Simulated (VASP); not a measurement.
# MnO2 (P-3m1) in VASP: single point with PBE

Aim: the single point of MnO2 with PBE.

Program: VASP 6.6.1. These are calculated values, not measurements. Logs are shortened: lines on timing, memory, paths and dates and some standing lists are left out, and cuts for length are marked.

### Step 1. The structure

The structure is trigonal, space group P-3m1 (No. 164). Conventional cell: a = 2.857 Å, b = 2.857 Å, c = 4.601 Å, α = 90.00°, β = 90.00°, γ = 120.00°. Around Mn (site symmetry -3m) lie 6 O at 1.90 Å. O (site symmetry 3m) is surrounded by 3 Mn at 1.90 Å.

Measurements of this composition are mostly on another form, of space group No. 136.

### Step 2. Single point, PBE, collinear spin, typed start

Input file INCAR:

```
SYSTEM = MnO2
ALGO = Normal ; EDIFF = 1E-6
ENCUT = 520 ; GGA = PE
ISIF = 2 ; ISMEAR = -1
ISPIN = 2 ; LASPH = .TRUE.
LCHARG = .FALSE. ; LMAXMIX = 4
LORBIT = 11 ; LREAL = .FALSE.
LWAVE = .FALSE. ; MAGMOM = 5.5 0 0
NBANDS = 24 ; NELM = 150
PREC = Accurate ; SIGMA = 0.05
```

Input file KPOINTS:

```
k-points
0
G
  11 11 6
  0 0 0
```

Input file POSCAR:

```
MnO2
1.0
    2.8565781804      0.0000000000      0.0000000000
   -1.4282890902      2.4738692722      0.0000000000
    0.0000000000      0.0000000000      4.6013740589
Mn O
1 2
Direct
    0.0000000000      0.0000000000      0.5000000000
    0.3333333333      0.6666666667      0.7062925700
    0.6666666667      0.3333333333      0.2937074300
```

Potentials or basis: VASP PAW PBE potentials, release 64 (Mn_pv, O).

Started as:

```
> cat potpaw_PBE.64/Mn_pv/POTCAR potpaw_PBE.64/O/POTCAR > POTCAR
> mpirun -np 1 vasp_std > vasp.out
```

OUTCAR:

```text
SYSTEM = MnO2
   EDIFF = 1E-6
   ENCUT = 520
   GGA = PE
   ISIF = 2
   ISMEAR = -1
   ISPIN = 2
   LASPH = .TRUE.
   LORBIT = 11
   LREAL = .FALSE.
   NELM = 150
   PREC = Accurate

 ion  position               nearest neighbor table
   1  0.000  0.000  0.500-   2 1.90   3 1.90   3 1.90   2 1.90   3 1.90   2 1.90
   2  0.333  0.667  0.706-   1 1.90   1 1.90   1 1.90
   3  0.667  0.333  0.294-   1 1.90   1 1.90   1 1.90

  LATTYP: Found a hexagonal cell.
 ALAT       =     2.8565781804
 C/A-ratio  =     1.6107992739

  Lattice vectors:

 A1 = (   2.8565781804,   0.0000000000,   0.0000000000)
 A2 = (  -1.4282890902,   2.4738692722,   0.0000000000)
 A3 = (   0.0000000000,   0.0000000000,   4.6013740589)

Analysis of symmetry for initial positions (statically):
=====================================================================
 Subroutine PRICEL returns:
 Original cell was already a primitive cell.

 Routine SETGRP: Setting up the symmetry group for a
 hexagonal supercell.

 Subroutine GETGRP returns: Found 12 space group operations
 (whereof 12 operations were pure point group operations)
 out of a pool of 24 trial point group operations.

The static configuration has the point symmetry D_3d.

Analysis of symmetry for dynamics (positions and initial velocities):
=====================================================================
 Subroutine PRICEL returns:
 Original cell was already a primitive cell.

 Routine SETGRP: Setting up the symmetry group for a
 hexagonal supercell.

 Subroutine GETGRP returns: Found 12 space group operations
 (whereof 12 operations were pure point group operations)
 out of a pool of 24 trial point group operations.

The dynamic configuration has the point symmetry D_3d.

Analysis of structural, dynamic, and magnetic symmetry:
=====================================================================
 Subroutine PRICEL returns:
 Original cell was already a primitive cell.

 Routine SETGRP: Setting up the symmetry group for a
 hexagonal supercell.

 Subroutine GETGRP returns: Found 12 space group operations
 (whereof 12 operations were pure point group operations)
 out of a pool of 24 trial point group operations.

The overall configuration has the point symmetry D_3d.

 Subroutine INISYM returns: Found 12 space group operations
 (whereof 12 operations are pure point group operations),
 and found     1 'primitive' translations

----------------------------------------------------------------------------------------

                                     Primitive cell

  volume of cell :      32.5170

  direct lattice vectors                    reciprocal lattice vectors
     2.856578180  0.000000000  0.000000000     0.350069187  0.202112539  0.000000000
    -1.428289090  2.473869272  0.000000000     0.000000000  0.404225078  0.000000000
     0.000000000  0.000000000  4.601374059     0.000000000  0.000000000  0.217326387

  length of vectors
     2.856578180  2.856578180  4.601374059     0.404225078  0.404225078  0.217326387

  position of ions in fractional coordinates (direct lattice)
     0.000000000  0.000000000  0.500000000
     0.333333333  0.666666667  0.706292570
     0.666666667  0.333333333  0.293707430

  ion indices of the primitive-cell ions
   primitive index   ion index
                 1           1
                 2           2
                 3           3

----------------------------------------------------------------------------------------

 KPOINTS: k-points

Automatic generation of k-mesh.
 Grid dimensions read from file:
 generate k-points for:   11   11    6

 Generating k-lattice:

  Cartesian coordinates                     Fractional coordinates (reciprocal lattice)
     0.031824472  0.018373867  0.000000000     0.090909091  0.000000000  0.000000000
     0.000000000  0.036747734  0.000000000     0.000000000  0.090909091  0.000000000
     0.000000000  0.000000000  0.036221065     0.000000000  0.000000000  0.166666667

  Length of vectors
     0.036747734  0.036747734  0.036221065

  Shift w.r.t. Gamma in fractional coordinates (k-lattice)
     0.000000000  0.000000000  0.000000000

 Subroutine IBZKPT returns following result:
 ===========================================

 Found     84 irreducible k-points:

 Following reciprocal coordinates:
            Coordinates               Weight
  0.000000  0.000000  0.000000      1.000000
  0.090909  0.000000  0.000000      6.000000
  0.181818  0.000000  0.000000      6.000000
  0.272727  0.000000  0.000000      6.000000
  0.363636  0.000000  0.000000      6.000000
  0.454545  0.000000  0.000000      6.000000
[... 16 lines left out ...]
  0.000000  0.272727  0.166667      6.000000
  0.363636  0.000000  0.166667      6.000000
 [... further k-points ...]
   k-points           NKPTS =     84   k-points in BZ     NKDIM =     84   number of bands    NBANDS=     24
   number of dos      NEDOS =    301   number of ions     NIONS =      3
   total plane-waves  NPLWV =  20736
   dimension x,y,z NGX =    24 NGY =   24 NGZ =   36
   dimension x,y,z NGXF=    48 NGYF=   48 NGZF=   72
   ions per type =               1   2
   NGX,Y,Z   is equivalent  to a cutoff of  13.97, 13.97, 13.01 a.u.
   NGXF,Y,Z  is equivalent  to a cutoff of  27.93, 27.93, 26.01 a.u.
 SYSTEM =  MnO2
   PREC   = accura    normal or accurate (medium, high low for compatibility)
   ISTART =      0    job   : 0-new  1-cont  2-samecut
   ICHARG =      2    charge: 1-file 2-atom 10-const
   ISPIN  =      2    spin polarized calculation?
   LNONCOLLINEAR =      F non collinear calculations
   LSORBIT =      F    spin-orbit coupling
   LASPH  =      T    aspherical Exc in radial PAW
   ENCUT  =  520.0 eV  38.22 Ry    6.18 a.u.   5.31  5.31  8.56*2*pi/ulx,y,z
   NELM   =    150;   NELMIN=  2; NELMDL= -5     # of ELM steps
   EDIFF  = 0.1E-05   stopping-criterion for ELM
   LREAL  =      F    real-space projection
[... 7 lines left out ...]
   TEBEG  =    0.0;   TEEND  =   0.0 temperature during run
   PSTRESS=    0.0 pullay stress
   NELECT =      25.0000    total number of electrons
   NUPDOWN=      -1.0000    fix difference up-down
   EMIN   =  10.00;   EMAX   =-10.00  energy-range for DOS
   EFERMI =   0.00;   METHOD = LEGACY
   ISMEAR =    -1;   SIGMA  =   0.05  broadening in eV -4-tet -1-fermi 0-gaus
   EFERMI_NEDOS =   21; number of points for ismear=-14 and -15
   IALGO  =     38    algorithm
   IMIX   =      4    mixing-type and parameters
     AMIX     =   0.40;   BMIX     =  1.00
     AMIX_MAG =   1.60;   BMIX_MAG =  1.00
  volume/ion in A,a.u.               =      10.84        73.15
  Fermi-wavevector in a.u.,A,eV,Ry     =   1.499747  2.834111 30.602787  2.249241
  Thomas-Fermi vector in A             =   2.611337
   LORBIT       =     11    0 simple, 1 ext, 2 COOP (PROOUT), +10 PAW based schemes
   GGA     = PE    functional components
   LHFCALC =     F    Hartree Fock is set to
   AEXX    =    0.0000 exact exchange contribution
   IVDW    =     0    specifies the selected vdW correction
   LEPSILON=     F    determine dielectric tensor
   LRPA    =     F    only Hartree local field effects (RPA)
 spin polarized calculation
  energy-cutoff  :      520.00
  volume of cell :       32.52
 maximum number of plane-waves:       890
 NGX is ok and might be reduce to    24
   NGX = 11   NGY = 11   NGZ = 17

 number of electron      24.9999997 magnetization       2.9999600

 Free energy of the ion-electron system (eV)
  ---------------------------------------------------
  ext. energy  EPLUGINS =         0.00000000
  ---------------------------------------------------
  free energy    TOTEN  =       -23.80508618 eV

  energy without entropy =      -23.80507876  energy(sigma->0) =      -23.80508247

 E-fermi :   3.6682     XC(G=0): -10.8099

 val. band max:        3.2487966148   @ k =   0.0909   0.0000   0.5000
 cond. band min:       4.0582392612   @ k =   0.0000   0.0000   0.5000
 fundamental gap:      0.8094426464
 Fermi energy:         3.6682022180

 spin component 1

 k-point     1 :       0.0000    0.0000    0.0000
  band No.  band energies     occupation
      1     -47.0831      1.00000
      2     -47.0831      1.00000
      3     -47.0784      1.00000
      4     -16.3812      1.00000
      5     -14.0606      1.00000
      6      -3.0610      1.00000
[... 16 lines left out ...]
     23      27.0689      0.00000
     24      27.2270      0.00000

 k-point     2 :       0.0909    0.0000    0.0000
  band No.  band energies     occupation
      1     -47.0960      1.00000
      2     -47.0860      1.00000
      3     -47.0763      1.00000
      4     -16.2742      1.00000
      5     -14.0935      1.00000
      6      -2.9321      1.00000
[... 586 lines left out ...]
 k-point    24 :       0.3636    0.0000    0.1667
  band No.  band energies     occupation
      1     -47.2161      1.00000
      2     -47.1133      1.00000
      3     -47.0563      1.00000
      4     -15.0930      1.00000
      5     -14.4612      1.00000
      6      -3.1988      1.00000
[... 16 lines left out ...]
     23      24.2073      0.00000
     24      26.5542      0.00000

 [... further k-points ...]

 spin component 2

 k-point     1 :       0.0000    0.0000    0.0000
  band No.  band energies     occupation
      1     -44.0253      1.00000
      2     -44.0253      1.00000
      3     -43.8579      1.00000
      4     -16.2261      1.00000
      5     -13.9459      1.00000
      6      -2.1951      1.00000
[... 16 lines left out ...]
     23      27.9411      0.00000
     24      27.9897      0.00000

 k-point     2 :       0.0909    0.0000    0.0000
  band No.  band energies     occupation
      1     -44.0406      1.00000
      2     -44.0287      1.00000
      3     -43.8552      1.00000
      4     -16.1198      1.00000
      5     -13.9766      1.00000
      6      -2.0668      1.00000
[... 586 lines left out ...]
 k-point    24 :       0.3636    0.0000    0.1667
  band No.  band energies     occupation
      1     -44.1826      1.00000
      2     -44.0601      1.00000
      3     -43.8299      1.00000
      4     -14.9507      1.00000
      5     -14.3275      1.00000
      6      -2.4268      1.00000
[... 16 lines left out ...]
     23      24.9315      0.00000
     24      26.7267      0.00000

 [... further k-points ...]
[... 5 lines left out ...]
  --------------------------------------------------------------------------------------
  -------------------------------------------------------------------------------------
  Total        1.2585570      1.2585570      1.0025690      0.0000000      0.0000000     -0.0000000
  in kB       62.0116209     62.0116209     49.3985793      0.0000000      0.0000000     -0.0000000
  external PRESSURE =      57.8072737 kB  Pullay stress =       0.0000000 kB

 VOLUME and BASIS-vectors are now :
 -----------------------------------------------------------------------------
  energy-cutoff  :      520.00
  volume of cell :       32.52
      direct lattice vectors                 reciprocal lattice vectors
     2.856578180  0.000000000  0.000000000     0.350069187  0.202112539  0.000000000
    -1.428289090  2.473869272  0.000000000     0.000000000  0.404225078  0.000000000
     0.000000000  0.000000000  4.601374059     0.000000000  0.000000000  0.217326387

 POSITION                                       TOTAL-FORCE (eV/Angst)
 -----------------------------------------------------------------------------------
      0.00000      0.00000      2.30069        -0.000000      0.000000      0.000000
     -0.00000      1.64925      3.24992        -0.000000      0.000000      0.309895
      1.42829      0.82462      1.35146         0.000000      0.000000     -0.309895
 -----------------------------------------------------------------------------------
    total drift:                               -0.000000      0.000000      0.000000

  FREE ENERGIE OF THE ION-ELECTRON SYSTEM (eV)
  ---------------------------------------------------
  free  energy   TOTEN  =       -23.8050861817 eV

  energy  without entropy=      -23.8050787577  energy(sigma->0) =      -23.80508247

 total charge

# of ion       s       p       d       tot
------------------------------------------
    1        0.356   6.468   4.925  11.748
    2        1.583   3.417   0.000   4.999
    3        1.583   3.417   0.000   4.999
--------------------------------------------------
tot          3.521  13.302   4.925  21.747

 magnetization (x)

# of ion       s       p       d       tot
------------------------------------------
    1        0.031   0.040   2.763   2.834
    2        0.004   0.041   0.000   0.045
    3        0.004   0.041   0.000   0.045
--------------------------------------------------
tot          0.038   0.121   2.763   2.923
```

Wall time 2.1 min (1 thread of AMD EPYC 7R13 (Zen 3), shared host); peak memory 0.19 GiB.

What came out:

```
Free energy                                           : -23.8051 eV
Pressure                                              : 5.8 GPa
Largest force                                         : 0.310 eV/Å
Band gap on the k mesh                                : 0.81 eV, indirect (least direct gap 0.87 eV)
Net moment                                            : 3.00 μB per cell
Site moments                                          : Mn +2.83; O +0.04 μB
Valence electrons inside the program's atomic spheres : Mn 11.75; O 5.00
```

Forces in eV/Å, atoms in the order of the input:
```
Mn   0.000  0.000  0.000
O    0.000  0.000  0.310
O    0.000  0.000 -0.310
```

Caveat: an odd mesh through Γ misses points on the zone boundary, where band edges often lie; a cell with one magnetic atom can't hold antiferromagnetic order, which such compounds often take.
